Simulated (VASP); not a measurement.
# InPd (Pm) in VASP: a series of runs

Runs on InPd. Level: PBE. Tasks: single point.

Everything below comes from runs of VASP 6.6.1. Logs are shortened: lines on timing, memory, paths and dates and some standing lists are left out, and cuts for length are marked.

## 1. The cell of the first run

Symmetry: Pm, No. 6, monoclinic system. The conventional cell has a = 3.305 Å, b = 3.305 Å, c = 3.305 Å, α = 90.00°, β = 90.00°, γ = 90.00°. In (site symmetry m) has 8 Pd at 2.76 to 2.97 Å as nearest neighbours. Pd (site symmetry m) is surrounded by 8 In at 2.76 to 2.97 Å.

The cell comes from a database or a generator and needn't be the stable form of this composition.

## 2. Single point, PBE (mode 4 frozen in at -0.077 Å and mode 5 at -0.019 Å (largest displacements))

Contents of INCAR:

```
  ALGO = Fast
  EDIFF = 1E-7
  ENCUT = 520
  GGA = PE
  ISIF = 2
  ISMEAR = 0
  LASPH = True
  LCHARG = False
  LREAL = False
  LWAVE = False
  NBANDS = 18
  NELM = 100
  PREC = Accurate
  SIGMA = 0.15
```

Contents of KPOINTS:

```
k-points
0
Gamma
  14 14 14
```

Contents of POSCAR:

```
InPd
1.0
    3.3052635960      0.0000000000      0.0000000000
    0.0000000000      3.3052635960      0.0000000000
    0.0000000000      0.0000000000      3.3052635960
In Pd
1 1
Direct
   -0.0215361663     -0.0053840416      0.0000000000
    0.5232356657      0.5058089164      0.5000000000
```

Potentials or basis: VASP PAW PBE potentials, release 64 (In_d, Pd).

Command:

```sh
cat potpaw_PBE.64/In_d/POTCAR potpaw_PBE.64/Pd/POTCAR > POTCAR
mpirun -np 1 vasp_std > vasp.out
```

OUTCAR:

```text
EDIFF = 1E-7
   ENCUT = 520
   GGA = PE
   ISIF = 2
   ISMEAR = 0
   LASPH = True
   LREAL = False
   NELM = 100
   PREC = Accurate

 ion  position               nearest neighbor table
   1  0.978  0.995  0.000-   2 2.76   2 2.76   2 2.80   2 2.80   2 2.93   2 2.93   2 2.97   2 2.97

   2  0.523  0.506  0.500-   1 2.76   1 2.76   1 2.80   1 2.80   1 2.93   1 2.93   1 2.97   1 2.97

  LATTYP: Found a simple cubic cell.
 ALAT       =     3.3052635960

  Lattice vectors:

 A1 = (   3.3052635960,   0.0000000000,   0.0000000000)
 A2 = (   0.0000000000,   3.3052635960,   0.0000000000)
 A3 = (   0.0000000000,   0.0000000000,   3.3052635960)

Analysis of symmetry for initial positions (statically):
=====================================================================
 Subroutine PRICEL returns:
 Original cell was already a primitive cell.

 Routine SETGRP: Setting up the symmetry group for a
 simple cubic supercell.

 Subroutine GETGRP returns: Found  2 space group operations
 (whereof  2 operations were pure point group operations)
 out of a pool of 48 trial point group operations.

The static configuration has the point symmetry C_1h.

Analysis of symmetry for dynamics (positions and initial velocities):
=====================================================================
 Subroutine PRICEL returns:
 Original cell was already a primitive cell.

 Routine SETGRP: Setting up the symmetry group for a
 simple cubic supercell.

 Subroutine GETGRP returns: Found  2 space group operations
 (whereof  2 operations were pure point group operations)
 out of a pool of 48 trial point group operations.

The dynamic configuration has the point symmetry C_1h.

 Subroutine INISYM returns: Found  2 space group operations
 (whereof  2 operations are pure point group operations),
 and found     1 'primitive' translations

----------------------------------------------------------------------------------------

                                     Primitive cell

  volume of cell :      36.1092

  direct lattice vectors                    reciprocal lattice vectors
     3.305263596  0.000000000  0.000000000     0.302547731  0.000000000  0.000000000
     0.000000000  3.305263596  0.000000000     0.000000000  0.302547731  0.000000000
     0.000000000  0.000000000  3.305263596     0.000000000  0.000000000  0.302547731

  length of vectors
     3.305263596  3.305263596  3.305263596     0.302547731  0.302547731  0.302547731

  position of ions in fractional coordinates (direct lattice)
     0.978463834  0.994615958  0.000000000
     0.523235666  0.505808916  0.500000000

  ion indices of the primitive-cell ions
   primitive index   ion index
                 1           1
                 2           2

----------------------------------------------------------------------------------------

 KPOINTS: k-points

Automatic generation of k-mesh.
 Grid dimensions read from file:
 generate k-points for:   14   14   14

 Generating k-lattice:

  Cartesian coordinates                     Fractional coordinates (reciprocal lattice)
     0.021610552  0.000000000  0.000000000     0.071428571  0.000000000  0.000000000
     0.000000000  0.021610552  0.000000000     0.000000000  0.071428571  0.000000000
     0.000000000  0.000000000  0.021610552     0.000000000  0.000000000  0.071428571

  Length of vectors
     0.021610552  0.021610552  0.021610552

  Shift w.r.t. Gamma in fractional coordinates (k-lattice)
     0.000000000  0.000000000  0.000000000

 Subroutine IBZKPT returns following result:
 ===========================================

 Found    800 irreducible k-points:

 Following reciprocal coordinates:
            Coordinates               Weight
  0.000000  0.000000  0.000000      1.000000
  0.071429  0.000000  0.000000      2.000000
  0.000000  0.071429  0.000000      2.000000
  0.000000  0.000000  0.071429      2.000000
  0.142857  0.000000  0.000000      2.000000
  0.000000  0.142857  0.000000      2.000000
[... 16 lines left out ...]
  0.071429  0.071429  0.000000      2.000000
  0.000000  0.071429  0.071429      4.000000
 [... further k-points ...]
   k-points           NKPTS =    800   k-points in BZ     NKDIM =    800   number of bands    NBANDS=     18
   number of dos      NEDOS =    301   number of ions     NIONS =      2
   total plane-waves  NPLWV =  21952
   dimension x,y,z NGX =    28 NGY =   28 NGZ =   28
   dimension x,y,z NGXF=    56 NGYF=   56 NGZF=   56
   ions per type =               1   1
   NGX,Y,Z   is equivalent  to a cutoff of  14.08, 14.08, 14.08 a.u.
   NGXF,Y,Z  is equivalent  to a cutoff of  28.17, 28.17, 28.17 a.u.
 SYSTEM =  unknown system
   PREC   = accura    normal or accurate (medium, high low for compatibility)
   ISTART =      0    job   : 0-new  1-cont  2-samecut
   ICHARG =      2    charge: 1-file 2-atom 10-const
   ISPIN  =      1    spin polarized calculation?
   LNONCOLLINEAR =      F non collinear calculations
   LSORBIT =      F    spin-orbit coupling
   LASPH  =      T    aspherical Exc in radial PAW
   ENCUT  =  520.0 eV  38.22 Ry    6.18 a.u.   6.15  6.15  6.15*2*pi/ulx,y,z
   NELM   =    100;   NELMIN=  2; NELMDL= -5     # of ELM steps
   EDIFF  = 0.1E-06   stopping-criterion for ELM
   LREAL  =      F    real-space projection
   EDIFFG = 0.1E-05   stopping-criterion for IOM
   NSW    =      0    number of steps for IOM
   IBRION =     -1    ionic relax: 0-MD 1-quasi-New 2-CG
   NFREE  =      0    steps in history (QN), initial steepest desc. (CG)
   ISIF   =      2    stress and relaxation
   ISYM   =      2    0-nonsym 1-usesym 2-fastsym
   POTIM  = 0.5000    time-step for ionic-motion
   TEBEG  =    0.0;   TEEND  =   0.0 temperature during run
   PSTRESS=    0.0 pullay stress
   NELECT =      23.0000    total number of electrons
   NUPDOWN=      -1.0000    fix difference up-down
   EMIN   =  10.00;   EMAX   =-10.00  energy-range for DOS
   EFERMI =   0.00;   METHOD = LEGACY
   ISMEAR =     0;   SIGMA  =   0.15  broadening in eV -4-tet -1-fermi 0-gaus
   EFERMI_NEDOS =   21; number of points for ismear=-14 and -15
   IALGO  =     68    algorithm
   IMIX   =      4    mixing-type and parameters
     AMIX     =   0.40;   BMIX     =  1.00
     AMIX_MAG =   1.60;   BMIX_MAG =  1.00
  volume/ion in A,a.u.               =      18.05       121.84
  Fermi-wavevector in a.u.,A,eV,Ry     =   1.408569  2.661809 26.994851  1.984066
  Thomas-Fermi vector in A             =   2.530713
   LORBIT       =      0    0 simple, 1 ext, 2 COOP (PROOUT), +10 PAW based schemes
   GGA     = PE    functional components
   LHFCALC =     F    Hartree Fock is set to
   AEXX    =    0.0000 exact exchange contribution
   IVDW    =     0    specifies the selected vdW correction
   LEPSILON=     F    determine dielectric tensor
   LRPA    =     F    only Hartree local field effects (RPA)
 non-spin polarized calculation
 RMM-DIIS sequential band-by-band and
 Gauss-broadening in eV      SIGMA  =   0.15
  energy-cutoff  :      520.00
  volume of cell :       36.11
 maximum number of plane-waves:       992
 NGX is ok and might be reduce to    28
   NGX = 13   NGY = 13   NGZ = 13

 number of electron      23.0000004 magnetization

 Free energy of the ion-electron system (eV)
  ---------------------------------------------------
  ext. energy  EPLUGINS =         0.00000000
  ---------------------------------------------------
  free energy    TOTEN  =        -8.71030496 eV

  energy without entropy =       -8.70159239  energy(sigma->0) =       -8.70594868

 E-fermi :  10.0614     XC(G=0): -12.0536

 val. band max:       10.0577220649   @ k =   0.3571   0.2143   0.1429
 cond. band min:      10.0730810470   @ k =   0.0714   0.0000   0.2857
 fundamental gap:      0.0153589821
 Fermi energy:        10.0613970245

 k-point     1 :       0.0000    0.0000    0.0000
  band No.  band energies     occupation
      1      -4.8583      2.00000
      2      -4.8580      2.00000
      3      -4.4895      2.00000
      4      -4.4834      2.00000
      5      -4.4818      2.00000
      6       0.2136      2.00000
[... 10 lines left out ...]
     17      20.4038      0.00000
     18      26.0385      0.00000

 k-point     2 :       0.0714    0.0000    0.0000
  band No.  band energies     occupation
      1      -4.8558      2.00000
      2      -4.8420      2.00000
      3      -4.4910      2.00000
      4      -4.4884      2.00000
      5      -4.4840      2.00000
      6       0.2923      2.00000
[... 10 lines left out ...]
     17      20.7483      0.00000
     18      25.8753      0.00000

 k-point     3 :       0.0000    0.0714    0.0000
  band No.  band energies     occupation
      1      -4.8557      2.00000
      2      -4.8420      2.00000
      3      -4.4935      2.00000
      4      -4.4885      2.00000
      5      -4.4815      2.00000
      6       0.2926      2.00000
[... 10 lines left out ...]
     17      20.8388      0.00000
     18      25.8715      0.00000

 k-point     4 :       0.0000    0.0000    0.0714
  band No.  band energies     occupation
      1      -4.8557      2.00000
      2      -4.8421      2.00000
      3      -4.4944      2.00000
      4      -4.4869      2.00000
      5      -4.4822      2.00000
      6       0.2926      2.00000
[... 375 lines left out ...]
      4      -4.5338      2.00000
      5      -4.4591      2.00000
      6       3.5691      2.00000
[... 10 lines left out ...]
     17      20.5590      0.00000
     18      20.9976      0.00000

 k-point    23 :       0.0714    0.0714    0.0000
  band No.  band energies     occupation
      1      -4.8467      2.00000
      2      -4.8326      2.00000
      3      -4.4938      2.00000
      4      -4.4915      2.00000
      5      -4.4873      2.00000
      6       0.3711      2.00000
[... 10 lines left out ...]
     17      20.8867      0.00000
     18      25.6070      0.00000

 k-point    24 :       0.0000    0.0714    0.0714
  band No.  band energies     occupation
      1      -4.8466      2.00000
      2      -4.8327      2.00000
      3      -4.4988      2.00000
      4      -4.4891      2.00000
      5      -4.4850      2.00000
      6       0.3713      2.00000
[... 10 lines left out ...]
     17      20.9285      0.00000
     18      25.5427      0.00000

 [... further k-points ...]

------------------------ aborting loop because EDIFF is reached ----------------------------------------

  FORCE on cell =-STRESS in cart. coord.  units (eV):
  Direction    XX          YY          ZZ          XY          YZ          ZX
  --------------------------------------------------------------------------------------
  -------------------------------------------------------------------------------------
  Total        0.1180249      0.2808266      0.2927092      0.1093899      0.0000000      0.0000000
  in kB        5.2368008     12.4603584     12.9875912      4.8536621      0.0000000      0.0000000
  external PRESSURE =      10.2282502 kB  Pullay stress =       0.0000000 kB

 VOLUME and BASIS-vectors are now :
 -----------------------------------------------------------------------------
  energy-cutoff  :      520.00
  volume of cell :       36.11
      direct lattice vectors                 reciprocal lattice vectors
     3.305263596  0.000000000  0.000000000     0.302547731  0.000000000  0.000000000
     0.000000000  3.305263596  0.000000000     0.000000000  0.302547731  0.000000000
     0.000000000  0.000000000  3.305263596     0.000000000  0.000000000  0.302547731

 POSITION                                       TOTAL-FORCE (eV/Angst)
 -----------------------------------------------------------------------------------
      3.23408      3.28747      0.00000         0.528235      0.145350      0.000000
      1.72943      1.67183      1.65263        -0.528235     -0.145350      0.000000
 -----------------------------------------------------------------------------------
    total drift:                                0.000465      0.000248     -0.000003

  FREE ENERGIE OF THE ION-ELECTRON SYSTEM (eV)
  ---------------------------------------------------
  free  energy   TOTEN  =        -8.7103049641 eV

  energy  without entropy=       -8.7015923939  energy(sigma->0) =       -8.70594868
```

It took 4.1 min on 1 thread of Intel Xeon 6975P-C (Granite Rapids), shared host; peak memory 0.61 GiB.

Results:

```yaml
Free_energy: -8.7103 eV
Pressure: 1.0 GPa
Largest_force: 0.548 eV/Å
Band_gap_on_the_k_mesh: none (metal or under the smearing width)
```

Forces in eV/Å, atoms in the order of the input:
```
In   0.528  0.145  0.000
Pd  -0.528 -0.145  0.000
```

Levels at points of the mesh, in eV from the Fermi level:
| k point | band 10 | band 11 | band 12 | band 13 | band 14 | band 15 |
| --- | --- | --- | --- | --- | --- | --- |
| (0.00, 0.00, 0.00) | -2.26 | -2.26 | 4.15 | 4.16 | 4.25 | 8.95 |
| (0.50, 0.00, 0.00) | -3.18 | -2.32 | -1.12 | 9.10 | 9.14 | 9.78 |
| (0.00, 0.50, 0.00) | -3.15 | -2.30 | -1.15 | 8.76 | 9.28 | 9.99 |
| (0.00, 0.00, 0.50) | -3.15 | -2.30 | -1.15 | 8.76 | 9.24 | 10.04 |
| (0.50, 0.50, 0.00) | -2.25 | -2.17 | -1.70 | 1.27 | 2.33 | 9.28 |
| (0.00, 0.50, 0.50) | -2.15 | -2.15 | -1.71 | 1.27 | 2.34 | 9.33 |
| (0.50, 0.00, 0.50) | -2.25 | -2.17 | -1.70 | 1.27 | 2.33 | 9.28 |
| (0.50, 0.50, 0.50) | -1.66 | -0.20 | 3.43 | 3.43 | 3.73 | 4.26 |

## 3. Single point, PBE (mode 4 frozen in at -0.096 Å and mode 5 at -0.038 Å (largest displacements))

Contents of INCAR:

```
PREC = Accurate
ENCUT = 520
EDIFF = 1E-7
ISMEAR = 0
SIGMA = 0.15
LREAL = F
LASPH = T
NELM = 100
ALGO = Fast
ISIF = 2
LWAVE = F
LCHARG = T
GGA = PE
LELF = T
LVHAR = T
NBANDS = 18
```

Contents of KPOINTS:

```
regular mesh
0
Gamma
  14 14 14
```

Contents of POSCAR:

```
InPd
1.0
    3.3052635960      0.0000000000      0.0000000000
    0.0000000000      3.3052635960      0.0000000000
    0.0000000000      0.0000000000      3.3052635960
In Pd
1 1
Direct
   -0.0269202079     -0.0107680832      0.0000000000
    0.5290445821      0.5116178329      0.5000000000
```

Potentials or basis: VASP PAW PBE potentials, release 64 (In_d, Pd).

Command:

```sh
cat potpaw_PBE.64/In_d/POTCAR potpaw_PBE.64/Pd/POTCAR > POTCAR
mpirun -np 1 vasp_std > vasp.out
```

Wall time 4 min (1 thread of Intel Xeon 6975P-C (Granite Rapids), shared host); peak memory 0.61 GiB.

Results (log left out):

```
Free energy            : -8.6798 eV
Pressure               : 1.7 GPa
Largest force          : 0.742 eV/Å
Band gap on the k mesh : none (metal or under the smearing width)
```

Forces in eV/Å, atoms in the order of the input:
```
In   0.675  0.307  0.000
Pd  -0.675 -0.307  0.000
```

Stress tensor (GPa, compression positive):
```
0.99 1.21 0.00
1.21 2.00 0.00
0.00 0.00 2.23
```

Levels at points of the mesh, in eV from the Fermi level:
```
           k point  band 10  band 11  band 12  band 13  band 14  band 15
(0.00, 0.00, 0.00)    -2.28    -2.28     4.16     4.18     4.31     8.90
(0.50, 0.00, 0.00)    -3.18    -2.34    -1.12     8.94     9.08     9.83
(0.00, 0.50, 0.00)    -3.14    -2.31    -1.16     8.57     9.26     9.99
(0.00, 0.00, 0.50)    -3.14    -2.30    -1.17     8.58     9.14    10.12
(0.50, 0.50, 0.00)    -2.26    -2.13    -1.71     1.26     2.31     9.31
(0.00, 0.50, 0.50)    -2.12    -2.10    -1.73     1.27     2.33     9.39
(0.50, 0.00, 0.50)    -2.24    -2.12    -1.72     1.26     2.32     9.32
(0.50, 0.50, 0.50)    -1.67    -0.18     3.30     3.30     3.73     4.26
```
